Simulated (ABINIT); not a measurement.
# Pt (P6_3/mmc) in ABINIT: notebook

The runs below take Pt through relaxation of cell and atoms, with PBE, PBE+D3.

All numbers are computed with ABINIT 10.8.3 (patched build); they aren't measurements. Logs are shortened: lines on timing, memory, paths and dates and some standing lists are left out, and cuts for length are marked. The log counts tension as positive stress, the text compression.

## (1) The crystal as given

It takes space group P6_3/mmc (No. 194, hexagonal). Conventional cell: a = 2.761 Å, b = 2.761 Å, c = 4.792 Å, α = 90.00°, β = 90.00°, γ = 120.00°. Around Pt (site symmetry -6m2) lie 12 Pt at 2.76 to 2.88 Å.

This isn't the form of Pt at room conditions, which is fcc.

## (2) Relaxation of cell and atoms, PBE

Input file run.py:

```python
import json, os
import numpy as np
from ase.constraints import FixSymmetry
from ase.optimize import BFGS
from ase.filters import FrechetCellFilter
from ase.units import GPa
from ase.calculators.abinit import Abinit, AbinitProfile
from ase import Atoms

atoms = Atoms(['Pt', 'Pt'],
              cell=[[2.7606656158, 0.0, 0.0], [-1.3803328079, 2.3908065546, 0.0], [0.0, 0.0, 4.792134]],
              scaled_positions=[[0.3333333333, 0.6666666667, 0.25], [0.6666666667, 0.3333333333, 0.75]],
              pbc=True)

profile = AbinitProfile(command='abinit', pp_paths=[os.path.abspath('pseudos')])
params = dict(
    pps='pawxml', xc='PBE',
    chksymtnons=0,
    tolsym=1e-05,
    ecut=435.3822,
    pawecutdg=870.7644,
    pawxcdev=0,
    pawovlp=-1,
    kptopt=1,
    ngkpt=[11, 11, 6],
    nshiftk=1,
    shiftk=[0.0, 0.0, 0.0],
    ixc=11,
    nband=14,
    occopt=3,
    tsmear=0.05,
    nstep=100,
    tolvrs=1e-09,
    prtwf=0,
    prtden=0,
    ecutsm=0.5,
)

atoms.calc = Abinit(profile=profile, directory='run', **params)
atoms.set_constraint(FixSymmetry(atoms, symprec=1e-4))
opt = BFGS(FrechetCellFilter(atoms), trajectory='opt.traj')
converged = opt.run(fmax=0.03, steps=30)
print('converged', converged)
print('cell (A)', np.round(atoms.cell[:], 5).tolist())
energy = atoms.get_potential_energy()
forces = atoms.get_forces()
stress = atoms.get_stress()
print(f'energy {energy:.6f} eV')
print('forces (eV/A)')
print(np.round(forces, 5))
print('stress (GPa, Voigt, tension positive)', np.round(stress / GPa, 4))
json.dump(dict(energy=energy, forces=forces.tolist(), stress=stress.tolist(), cell=atoms.cell.tolist(), frac=atoms.get_scaled_positions(wrap=False).tolist()), open('results.json', 'w'))
```

Potentials or basis: JTH PAW PBE v2.0.

Command:

```console
$ python run.py
```

Log:

```text
Step          Energy          fmax
BFGS:    0    -1470.465821        0.133020
BFGS:    1    -1470.466143        0.120967
BFGS:    2    -1470.466062        0.034716
BFGS:    3    -1470.466225        0.014906
converged True
cell (A) [[2.77046, 0.0, 0.0], [-1.38523, 2.39929, 0.0], [0.0, 0.0, 4.75873]]
energy -1470.466225 eV
forces (eV/A)
[[0. 0. 0.]
 [0. 0. 0.]]
stress (GPa, Voigt, tension positive) [ 0.1399  0.1399  0.151   0.      0.     -0.    ]
```

abinit.in:

```text
chksymtnons 0
ecut 435.3822 eV
ecutsm 0.5
ixc 11
kptopt 1
natom 2
nband 14
ngkpt
11 11 6
nshiftk 1
nsppol 1
nstep 100
occopt 3
pawecutdg 870.7644 eV
pawovlp -1
pawxcdev 0
prtden 0
prtwf 0
shiftk
0.0 0.0 0.0
tolsym 1e-05
tolvrs 1e-09
tsmear 0.05 eV
#Definition of the unit cell
acell
1.00000000000000 1.00000000000000 1.00000000000000 Angstrom
rprim
2.77046499866397 0.00000000000000 0.00000000000000
-1.38523249933198 2.39929306913861 0.00000000000000
0.00000000000000 0.00000000000000 4.75873007087975
chkprim 0 # Allow non-primitive cells
#Definition of the atom types
ntypat 1
znucl 78
#Enumerate different atomic species
typat
 1 1
pseudos "./pseudos/Pt.GGA_PBE-JTH.xml"
#Definition of the atoms
xcart
-0.00000000026177 3.02267119767827 2.24817413518682
2.61771004408426 1.51133559891470 6.74452240556045
chkexit 1 # abinit.exit file in the running directory terminates after the current SCF
```

abinit.abo:

```text
.Version 10.8.3 of ABINIT
 Symmetries : space group P6_3/m m c (#194); Bravais hP (primitive hexag.)
================================================================================
 Values of the parameters that define the memory need of the present run
     intxc =       0    ionmov =       0      iscf =      17    lmnmax =      18
     lnmax =       6     mgfft =      36  mpssoang =       3    mqgrid =    3001
     natom =       2  nloc_mem =       2    nspden =       1   nspinor =       1
    nsppol =       1      nsym =      24    n1xccc =       1    ntypat =       1
    occopt =       3   xclevel =       2
       mpw =         674          nfft =       14400          nkpt =          64
 PAW method is used; the additional fine FFT grid is defined by:
   mgfftf=        48    nfftf =     43200
================================================================================
================================================================================

--------------------------------------------------------------------------------
------------- Echo of variables that govern the present computation ------------
--------------------------------------------------------------------------------
 -outvars: echo values of preprocessed input variables --------
            acell      1.8897261259E+00  1.8897261259E+00  1.8897261259E+00 Bohr
              amu      1.95080000E+02
          chkexit           1
          chkprim           0
      chksymtnons           0
             ecut      1.60000007E+01 Hartree
           ecutsm      5.00000000E-01 Hartree
                       outvar_i_n : Printing only first  50 k-points.
              ixc          11
                       outvar_i_n : Printing only first  50 k-points.
         kptrlatt       11    0    0      0   11    0      0    0    6
          kptrlen      5.39561792E+01
            natom           2
            nband          14
            ngfft          20      20      36
          ngfftdg          30      30      48
             nkpt          64
            nstep         100
             nsym          24
           ntypat           1
                       prtocc : prtvol=0, do not print more k-points.
           occopt           3
        pawecutdg      3.20000015E+01 Hartree
          pawovlp     -1.0000000000E+00
         pawxcdev           0
           prtden           0
            prtwf           0
            rprim      2.7704649987E+00  0.0000000000E+00  0.0000000000E+00
                      -1.3852324993E+00  2.3992930691E+00  0.0000000000E+00
                       0.0000000000E+00  0.0000000000E+00  4.7587300709E+00
          spgroup         194
           tolvrs      1.00000000E-09
           tsmear      1.83746611E-03 Hartree
            typat      1  1
           useylm           1
                       outvars : Printing only first  50 k-points.
           xangst     -1.6449259842E-10  1.5995287128E+00  1.1896825176E+00
                       1.3852324992E+00  7.9976435641E-01  3.5690475531E+00
            xcart     -3.1084596076E-10  3.0226711977E+00  2.2481741351E+00
                       2.6177100441E+00  1.5113355989E+00  6.7445224056E+00
             xred      3.3333333328E-01  6.6666666668E-01  2.4999999998E-01
                       6.6666666661E-01  3.3333333335E-01  7.4999999998E-01
            znucl       78.00000

================================================================================

 chkinp: Checking input parameters for consistency.

================================================================================
== DATASET  1 ==================================================================

--- !DatasetInfo
iteration_state: {dtset: 1, }
dimensions: {natom: 2, nkpt: 64, mband: 14, nsppol: 1, nspinor: 1, nspden: 1, mpw: 674, }
cutoff_energies: {ecut:  16.0, pawecutdg:  32.0, }
electrons: {nelect:   2.00000000E+01, charge:   0.00000000E+00, occopt:   3.00000000E+00, tsmear:   1.83746611E-03, }
meta: {optdriver: 0, ionmov: 0, optcell: 0, iscf: 17, paral_kgb: 0, }
[... 91 lines left out ...]
- [ -0.00000000E+00,  -0.00000000E+00,  -0.00000000E+00, ]
- [ -0.00000000E+00,  -0.00000000E+00,  -0.00000000E+00, ]
force_length_stats: {min:   0.00000000E+00, max:   0.00000000E+00, mean:   0.00000000E+00, }
...

 Integrated electronic density in atomic spheres:
 ------------------------------------------------
 Atom  Sphere_radius  Integrated_density
    1        2.51622          8.56177491
    2        2.51622          8.56177491

================================================================================

 ----iterations are completed or convergence reached----

 Mean square residual over all n,k,spin=   50.047E-08; max=  23.406E-05
 reduced coordinates (array xred) for    2 atoms
       0.333333333281      0.666666666681      0.249999999981
       0.666666666615      0.333333333348      0.749999999981
 rms dE/dt=  0.0000E+00; max dE/dt=  0.0000E+00; dE/dt below (all hartree)
    1       0.000000000000      0.000000000000      0.000000000000
    2       0.000000000000      0.000000000000      0.000000000000

 cartesian coordinates (angstrom) at end:
    1     -0.00000000016449     1.59952871279407     1.18968251763072
    2      1.38523249916749     0.79976435641453     3.56904755307060

 cartesian forces (hartree/bohr) at end:
    1     -0.00000000000000    -0.00000000000000    -0.00000000000000
    2     -0.00000000000000    -0.00000000000000    -0.00000000000000
 frms,max,avg= 0.0000000E+00 0.0000000E+00   0.000E+00  0.000E+00  0.000E+00 h/b

 cartesian forces (eV/Angstrom) at end:
    1     -0.00000000000000    -0.00000000000000    -0.00000000000000
    2     -0.00000000000000    -0.00000000000000    -0.00000000000000
 frms,max,avg= 0.0000000E+00 0.0000000E+00   0.000E+00  0.000E+00  0.000E+00 e/A
 length scales=  1.889726125908  1.889726125908  1.889726125908 bohr
              =  1.000000000000  1.000000000000  1.000000000000 angstroms
 Fermi (or HOMO) energy (hartree) =   0.31214   Average Vxc (hartree)=  -0.44874
 Eigenvalues (hartree) for nkpt=  64  k points:
 kpt#   1, nband= 14, wtk=  0.00138, kpt=  0.0000  0.0000  0.0000 (reduced coord)
  -0.04344    0.05526    0.17093    0.18744    0.18744    0.20138    0.20138    0.24385
   0.24385    0.28888    0.30380    0.30380    0.48869    0.88933
      occupation numbers for kpt#   1
   2.00000    2.00000    2.00000    2.00000    2.00000    2.00000    2.00000    2.00000
   2.00000    1.99999    1.97885    1.97885    0.00000    0.00000
 prteigrs : prtvol=0 or 1, do not print more k-points.

--- !EnergyTerms
iteration_state     : {dtset: 1, }
comment             : Components of total free energy in Hartree
kinetic             :  1.64108985575745E+01
hartree             :  4.36644231153831E+00
xc                  : -5.79663529015316E+00
Ewald energy        : -6.08652378122945E+01
psp_core            :  5.97623198724636E+00
local_psp           : -1.89141082140286E+01
PAW spherical_terms :  4.78515510579268E+00
internal            : -5.40372533543244E+01
'-kT*entropy'       : -1.38369462188549E-03
total_energy        : -5.40386370489463E+01
total_energy_eV     : -1.47046622494526E+03
...

--- !EnergyTermsDC
iteration_state     : {dtset: 1, }
comment             : '"Double-counting" decomposition of free energy'
band_energy         :  3.79195365241701E+00
Ewald energy        : -6.08652378122945E+01
psp_core            :  5.97623198724636E+00
xc_dc               : -3.43400987271795E+00
PAW spherical_terms :  4.93788937598001E-01
internal            : -5.40372731077510E+01
'-kT*entropy'       : -1.38369462188549E-03
total_energy_dc     : -5.40386568023729E+01
total_energy_dc_eV  : -1.47046676246338E+03
...

--- !EnergyTermsWithPAWCore
iteration_state     : {dtset: 1, }
comment             : 'Components of total free energy, including PAW core contributions'
Total energy        : -3.68274741175595E+04
Total energy DC     : -3.68274741373129E+04
Total energy (eV)   : -1.00212662267678E+06
Total energy DC (eV): -1.00212662321430E+06
...

 Cartesian components of stress tensor (hartree/bohr^3)
  sigma(1 1)=  4.75656401E-06  sigma(3 2)=  0.00000000E+00
  sigma(2 2)=  4.75656401E-06  sigma(3 1)=  0.00000000E+00
  sigma(3 3)=  5.13234547E-06  sigma(2 1)=  0.00000000E+00

-Cartesian components of stress tensor (GPa)         [Pressure= -1.4363E-01 GPa]
- sigma(1 1)=  1.39942945E-01  sigma(3 2)=  0.00000000E+00
- sigma(2 2)=  1.39942945E-01  sigma(3 1)=  0.00000000E+00
- sigma(3 3)=  1.50998817E-01  sigma(2 1)=  0.00000000E+00

== END DATASET(S) ==============================================================
================================================================================

 -outvars: echo values of variables after computation  --------
            acell      1.8897261259E+00  1.8897261259E+00  1.8897261259E+00 Bohr
           etotal     -5.4038656802E+01
            fcart     -0.0000000000E+00 -0.0000000000E+00 -0.0000000000E+00
                      -0.0000000000E+00 -0.0000000000E+00 -0.0000000000E+00
            rprim      2.7704649987E+00  0.0000000000E+00  0.0000000000E+00
                      -1.3852324993E+00  2.3992930691E+00  0.0000000000E+00
                       0.0000000000E+00  0.0000000000E+00  4.7587300709E+00
           strten      4.7565640060E-06  4.7565640062E-06  5.1323454661E-06
                       0.0000000000E+00  0.0000000000E+00  0.0000000000E+00
           xangst     -1.6449259842E-10  1.5995287128E+00  1.1896825176E+00
                       1.3852324992E+00  7.9976435641E-01  3.5690475531E+00
             xred      3.3333333328E-01  6.6666666668E-01  2.4999999998E-01
                       6.6666666661E-01  3.3333333335E-01  7.4999999998E-01
 Calculation completed.
```

Run time: 1.8 min. Hardware: 1 thread of Arm Neoverse V1, shared host; peak memory 0.11 GiB.

Results:

```
Free energy                                           : -1470.4668 eV
Energy gained by relaxing                             : 0.2 meV/atom
Ionic steps                                           : 4
Pressure after relaxing                               : -0.1 GPa
Band gap on the k mesh                                : none (metal or under the smearing width)
Valence electrons inside the program's atomic spheres : Pt 8.56 (radii [1.3315] Å)
```

The path:
```
step  energy change (eV)  largest force (eV/Å)  pressure (GPa)  volume (Å³)
   1              0.0000                0.0000            0.13        31.63
   2             -0.0003                0.0000            0.02        31.64
   3             -0.0002                0.0000           -0.26        31.65
   4             -0.0004                0.0000           -0.14        31.63
```

Final structure:
```
Pt
1.0
     2.77047    0.00000    0.00000
    -1.38523    2.39929    0.00000
     0.00000    0.00000    4.75873
Pt
2
Cartesian
  0.0000 1.5995 1.1897
  1.3852 0.7998 3.5690
```

Caveat: the log and the count of SCF iterations are those of the last ABINIT call alone.

## (3) Relaxation of cell and atoms, PBE+D3

Edit run.py of step 2 so:

```diff
@@ -6,2 +6,4 @@
 from ase.units import GPa
+from ase.calculators.mixing import SumCalculator
+from dftd3.ase import DFTD3
 from ase.calculators.abinit import Abinit, AbinitProfile
@@ -38,3 +40,3 @@
 
-atoms.calc = Abinit(profile=profile, directory='run', **params)
+atoms.calc = SumCalculator([Abinit(profile=profile, directory='run', **params), DFTD3(method='pbe', damping='d3zero')])
 atoms.set_constraint(FixSymmetry(atoms, symprec=1e-4))
```

Potentials or basis: JTH PAW PBE v2.0.

Command:

```console
$ python run.py
```

Wall time 2.6 min (1 thread of Arm Neoverse V1, shared host); peak memory 0.11 GiB.

The run converged. Its results:

| Quantity | Value |
| --- | --- |
| Free energy | -1471.9735 eV |
| Relaxed volume | 15.22 Å³/atom |
| Relaxed cell | a = 2.737 Å, b = 2.737 Å, c = 4.691 Å, α = 90.00°, β = 90.00°, γ = 120.00° |
| Space group after relaxing (to 0.05 Å) | P6_3/mmc (No. 194) |
| Energy gained by relaxing | 18.2 meV/atom |
| Ionic steps | 6 |
| Pressure after relaxing | 0.0 GPa |
| Band gap on the k mesh | none (metal or under the smearing width) |
| Valence electrons inside the program's atomic spheres | Pt 8.63 (radii [1.3315] Å) |
| Dispersion energy per atom | -0.771 eV |

The path:
```csv
step,energy change (eV),largest force (eV/Å),pressure (GPa),volume (Å³)
1,0.0000,0.0000,-9.14,31.63
2,-0.0260,0.0000,-4.66,31.02
3,-0.0343,0.0000,0.47,30.41
4,-0.0354,0.0000,0.17,30.44
5,-0.0354,0.0000,-0.17,30.46
6,-0.0365,0.0000,-0.04,30.45
```

Final structure:
```yaml
crystal:
  lattice:
    - [2.73743, 0.00000, 0.00000]
    - [-1.36872, 2.37069, 0.00000]
    - [0.00000, 0.00000, 4.69142]
  atoms:
    - { symbol: Pt, position: [0.33333, 0.66667, 0.25000] }
    - { symbol: Pt, position: [0.66667, 0.33333, 0.75000] }
```

Levels at points of the mesh, in eV from the Fermi level:
```csv
k point,band 8,band 9,band 10,band 11,band 12,band 13
"(0.00, 0.00, 0.00)",-2.00,-2.00,-0.79,-0.24,-0.24,5.09
"(0.00, 0.00, 0.50)",-3.62,-0.86,-0.86,-0.86,-0.86,12.58
```

Caveat: the log and the count of SCF iterations are those of the last ABINIT call alone; pairwise dispersion overbinds metals, which lowers pressure and volume. The run has no spin-orbit coupling, so splittings on Pt are missing.
